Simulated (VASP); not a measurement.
# I (Cmce) in VASP: equation of state, part 2 of 2

VASP 6.6.1.

### 7 Equation of state, PBEsol, 45.19 Å³/atom (volume scaled by 1.06)

File INCAR:

```
SYSTEM = I
  ALGO = Normal
  EDIFF = 1E-7
  ENCUT = 520
  GGA = PS
  ISIF = 2
  ISMEAR = -1
  LASPH = .True.
  LCHARG = .False.
  LREAL = .False.
  LWAVE = .False.
  NBANDS = 22
  NELM = 100
  PREC = Accurate
  SIGMA = 0.05
```

File KPOINTS:

```
k-points
0
Gamma
  7 7 3
  0 0 0
```

File POSCAR:

```
I
1.0
    3.7063282960     -2.4419931020      0.0000000000
    3.7063282960      2.4419931020      0.0000000000
    0.0000000000      0.0000000000      9.9855169996
I
4
Direct
    0.6493000000      0.3507000000      0.3844000000
    0.1493000000      0.8507000000      0.1156000000
    0.3507000000      0.6493000000      0.6156000000
    0.8507000000      0.1493000000      0.8844000000
```

Potentials or basis: VASP PAW PBE potentials, release 64 (I).

Command:

```console
$ cat potpaw_PBE.64/I/POTCAR > POTCAR
$ mpirun -np 1 vasp_std > vasp.out
```

OUTCAR:

```text
SYSTEM = I
   EDIFF = 1E-7
   ENCUT = 520
   GGA = PS
   ISIF = 2
   ISMEAR = -1
   LASPH = .True.
   LREAL = .False.
   NELM = 100
   PREC = Accurate

 Found     32 irreducible k-points:

 Following reciprocal coordinates:
            Coordinates               Weight
  0.000000  0.000000  0.000000      1.000000
  0.142857  0.000000  0.000000      4.000000
  0.285714  0.000000  0.000000      4.000000
  0.428571 -0.000000  0.000000      4.000000
  0.142857  0.142857  0.000000      2.000000
  0.285714  0.142857  0.000000      4.000000
   k-points           NKPTS =     32   k-points in BZ     NKDIM =     32   number of bands    NBANDS=     22
   number of dos      NEDOS =    301   number of ions     NIONS =      4
   total plane-waves  NPLWV = 103680
   dimension x,y,z NGX =    36 NGY =   36 NGZ =   80
   dimension x,y,z NGXF=    72 NGYF=   72 NGZF=  160
   ions per type =               4
   NGX,Y,Z   is equivalent  to a cutoff of  13.48, 13.48, 13.32 a.u.
   NGXF,Y,Z  is equivalent  to a cutoff of  26.97, 26.97, 26.64 a.u.
 SYSTEM =  I
   PREC   = accura    normal or accurate (medium, high low for compatibility)
   ISTART =      0    job   : 0-new  1-cont  2-samecut
   ICHARG =      2    charge: 1-file 2-atom 10-const
   ISPIN  =      1    spin polarized calculation?
   LNONCOLLINEAR =      F non collinear calculations
   LSORBIT =      F    spin-orbit coupling
   LASPH  =      T    aspherical Exc in radial PAW
   ENCUT  =  520.0 eV  38.22 Ry    6.18 a.u.   8.25  8.25 18.57*2*pi/ulx,y,z
   NELM   =    100;   NELMIN=  2; NELMDL= -5     # of ELM steps
   EDIFF  = 0.1E-06   stopping-criterion for ELM
   LREAL  =      F    real-space projection
   EDIFFG = 0.1E-05   stopping-criterion for IOM
   NSW    =      0    number of steps for IOM
   IBRION =     -1    ionic relax: 0-MD 1-quasi-New 2-CG
   NFREE  =      0    steps in history (QN), initial steepest desc. (CG)
   ISIF   =      2    stress and relaxation
   ISYM   =      2    0-nonsym 1-usesym 2-fastsym
   POTIM  = 0.5000    time-step for ionic-motion
   TEBEG  =    0.0;   TEEND  =   0.0 temperature during run
   PSTRESS=    0.0 pullay stress
   NELECT =      28.0000    total number of electrons
   NUPDOWN=      -1.0000    fix difference up-down
   EMIN   =  10.00;   EMAX   =-10.00  energy-range for DOS
   EFERMI =   0.00;   METHOD = LEGACY
   ISMEAR =    -1;   SIGMA  =   0.05  broadening in eV -4-tet -1-fermi 0-gaus
   EFERMI_NEDOS =   21; number of points for ismear=-14 and -15
   IALGO  =     38    algorithm
   IMIX   =      4    mixing-type and parameters
     AMIX     =   0.40;   BMIX     =  1.00
     AMIX_MAG =   1.60;   BMIX_MAG =  1.00
  volume/ion in A,a.u.               =      45.19       304.95
  Fermi-wavevector in a.u.,A,eV,Ry     =   0.879221  1.661486 10.517698  0.773029
  Thomas-Fermi vector in A             =   1.999415
   LORBIT       =      0    0 simple, 1 ext, 2 COOP (PROOUT), +10 PAW based schemes
   GGA     = PS    functional components
   LHFCALC =     F    Hartree Fock is set to
   AEXX    =    0.0000 exact exchange contribution
   IVDW    =     0    specifies the selected vdW correction
   LEPSILON=     F    determine dielectric tensor
   LRPA    =     F    only Hartree local field effects (RPA)
 non-spin polarized calculation
  energy-cutoff  :      520.00
  volume of cell :      180.75
 maximum number of plane-waves:      4881
 NGX is ok and might be reduce to    36
   NGX = 17   NGY = 17   NGZ = 37

 number of electron      27.9999999 magnetization

 Free energy of the ion-electron system (eV)
  ---------------------------------------------------
  ext. energy  EPLUGINS =         0.00000000
  ---------------------------------------------------
  free energy    TOTEN  =        -6.79272917 eV

  energy without entropy =       -6.79272716  energy(sigma->0) =       -6.79272817

 E-fermi :   2.4205     XC(G=0):  -7.9509

 val. band max:        1.8378032875   @ k =   0.0000   0.0000   0.0000
 cond. band min:       3.0023643238   @ k =   0.4286   0.4286   0.0000
 fundamental gap:      1.1645610363
 Fermi energy:         2.4205026237

 k-point     1 :       0.0000    0.0000    0.0000
  band No.  band energies     occupation
      1     -11.4724      2.00000
      2     -11.0593      2.00000
      3      -9.5855      2.00000
      4      -8.7784      2.00000
      5      -2.4574      2.00000
      6      -1.2557      2.00000
[... 14 lines left out ...]
     21       9.0255      0.00000
     22       9.3298      0.00000

 k-point     2 :       0.1429    0.0000    0.0000
  band No.  band energies     occupation
      1     -11.4175      2.00000
      2     -11.0388      2.00000
      3      -9.5445      2.00000
      4      -8.8210      2.00000
      5      -2.4468      2.00000
      6      -1.3965      2.00000
[... 14 lines left out ...]
     21       8.8939      0.00000
     22       9.1862      0.00000

 k-point     3 :       0.2857    0.0000    0.0000
  band No.  band energies     occupation
      1     -11.2761      2.00000
      2     -11.0028      2.00000
      3      -9.4343      2.00000
      4      -8.9410      2.00000
      5      -2.4520      2.00000
      6      -1.8054      2.00000
[... 14 lines left out ...]
     21       9.1770      0.00000
     22       9.7731      0.00000

 k-point     4 :       0.4286   -0.0000    0.0000
  band No.  band energies     occupation
      1     -11.1145      2.00000
      2     -11.0132      2.00000
      3      -9.2817      2.00000
      4      -9.1085      2.00000
      5      -2.4390      2.00000
      6      -2.2336      2.00000
[... 14 lines left out ...]
     21       9.6393      0.00000
     22      10.2943      0.00000

 k-point     5 :       0.1429    0.1429    0.0000
  band No.  band energies     occupation
      1     -11.4248      2.00000
      2     -11.0245      2.00000
      3      -9.5459      2.00000
      4      -8.7714      2.00000
      5      -2.4156      2.00000
      6      -1.3076      2.00000
[... 14 lines left out ...]
     21       9.2540      0.00000
     22       9.3400      0.00000

 k-point     6 :       0.2857    0.1429    0.0000
  band No.  band energies     occupation
      1     -11.3357      2.00000
      2     -10.9826      2.00000
      3      -9.4768      2.00000
      4      -8.8147      2.00000
      5      -2.3855      2.00000
      6      -1.4932      2.00000
[... 14 lines left out ...]
     21       8.8335      0.00000
     22       9.5861      0.00000

 [... further k-points ...]
[... 5 lines left out ...]
  --------------------------------------------------------------------------------------
  -------------------------------------------------------------------------------------
  Total       -0.1924682     -1.7659977     -1.9885213      0.0000000      0.0000000      0.0000000
  in kB       -1.7060062    -15.6535142    -17.6259266      0.0000000      0.0000000      0.0000000
  external PRESSURE =     -11.6618157 kB  Pullay stress =       0.0000000 kB

 VOLUME and BASIS-vectors are now :
 -----------------------------------------------------------------------------
  energy-cutoff  :      520.00
  volume of cell :      180.75
      direct lattice vectors                 reciprocal lattice vectors
     3.706328296 -2.441993102  0.000000000     0.134904401 -0.204750783  0.000000000
     3.706328296  2.441993102  0.000000000     0.134904401  0.204750783  0.000000000
     0.000000000  0.000000000  9.985517000     0.000000000  0.000000000  0.100145040

 POSITION                                       TOTAL-FORCE (eV/Angst)
 -----------------------------------------------------------------------------------
      3.70633     -0.72918      3.83843         0.000000     -0.046068     -0.296460
      3.70633      1.71281      1.15433         0.000000     -0.046068      0.296460
      3.70633      0.72918      6.14708         0.000000      0.046068      0.296460
      3.70633     -1.71281      8.83119         0.000000      0.046068     -0.296460
 -----------------------------------------------------------------------------------
    total drift:                               -0.000000     -0.000000     -0.000000

  FREE ENERGIE OF THE ION-ELECTRON SYSTEM (eV)
  ---------------------------------------------------
  free  energy   TOTEN  =        -6.7927291706 eV

  energy  without entropy=       -6.7927271600  energy(sigma->0) =       -6.79272817
```

OSZICAR:

```text
N       E                     dE             d eps       ncg     rms          rms(c)
DAV:   1     0.152013540524E+03    0.15201E+03   -0.10104E+04  1408   0.101E+03
DAV:   2     0.531659311554E+01   -0.14670E+03   -0.14191E+03  1954   0.155E+02
DAV:   3    -0.677887653756E+01   -0.12095E+02   -0.12053E+02  1764   0.508E+01
DAV:   4    -0.705908292541E+01   -0.28021E+00   -0.28016E+00  1804   0.920E+00
DAV:   5    -0.706581106550E+01   -0.67281E-02   -0.67280E-02  1746   0.142E+00    0.908E+00
DAV:   6    -0.686359720261E+01    0.20221E+00   -0.17116E-01  1606   0.180E+00    0.623E+00
DAV:   7    -0.680449637988E+01    0.59101E-01   -0.42854E-01  1582   0.280E+00    0.691E-01
DAV:   8    -0.679255669942E+01    0.11940E-01   -0.61788E-02  1528   0.114E+00    0.284E-01
DAV:   9    -0.679268457394E+01   -0.12787E-03   -0.13745E-03  1756   0.203E-01    0.217E-01
DAV:  10    -0.679274664318E+01   -0.62069E-04   -0.18330E-04  1624   0.671E-02    0.231E-01
DAV:  11    -0.679277331127E+01   -0.26668E-04   -0.88520E-05  1606   0.482E-02    0.923E-02
DAV:  12    -0.679274219739E+01    0.31114E-04   -0.29628E-05  1660   0.259E-02    0.595E-02
DAV:  13    -0.679272886099E+01    0.13336E-04   -0.30208E-05  1636   0.254E-02    0.146E-02
DAV:  14    -0.679272887824E+01   -0.17246E-07   -0.53110E-06  1732   0.104E-02    0.822E-03
DAV:  15    -0.679272904259E+01   -0.16435E-06   -0.37458E-07  1684   0.320E-03    0.410E-03
DAV:  16    -0.679272919383E+01   -0.15124E-06   -0.11370E-07  1130   0.185E-03    0.204E-03
DAV:  17    -0.679272917064E+01    0.23186E-07   -0.27396E-08   920   0.886E-04
   1 F= -.67927292E+01 E0= -.67927282E+01  d E =-.201060E-05
```

It took 6.9 min on 1 thread of AMD EPYC 7R43 (Zen 3), shared host; peak memory 0.27 GiB.

Results:

- Free energy: -6.7927 eV
- Pressure: -1.2 GPa
- Largest force: 0.300 eV/Å
- Band gap on the k mesh: 1.16 eV, indirect (least direct gap 1.22 eV)

Caveat: the PAW data sets were made with another functional, which shifts forces and pressure a little; spin-orbit coupling is left out, which moves the levels of the heavy elements; an odd mesh through Γ misses points on the zone boundary, where band edges often lie.

### 8 Equation of state, PBEsol

Potentials or basis: VASP PAW PBE potentials, release 64 (I).

This step only gathers the single runs of the series.

Results:

```yaml
Equilibrium_volume: 42.79 Å³/atom
Bulk_modulus_at_fixed_shape_and_positions: 24 GPa
Pressure_derivative_of_the_bulk_modulus: 5.1
```

Energy against volume, from the lowest point:
| volume (Å³/atom) | energy (meV/atom) |
| --- | --- |
| 40.073 | 14.98 |
| 40.926 | 6.72 |
| 41.778 | 1.86 |
| 42.631 | 0.00 |
| 43.483 | 0.80 |
| 44.336 | 3.95 |
| 45.189 | 9.18 |

Caveat: the cell was scaled at fixed shape and fractional positions, which overstates the stiffness of a crystal with free parameters, most of all of layers and chains; the PAW data sets were made with another functional, which shifts forces and pressure a little. The run has no spin-orbit coupling, so splittings on I are missing.
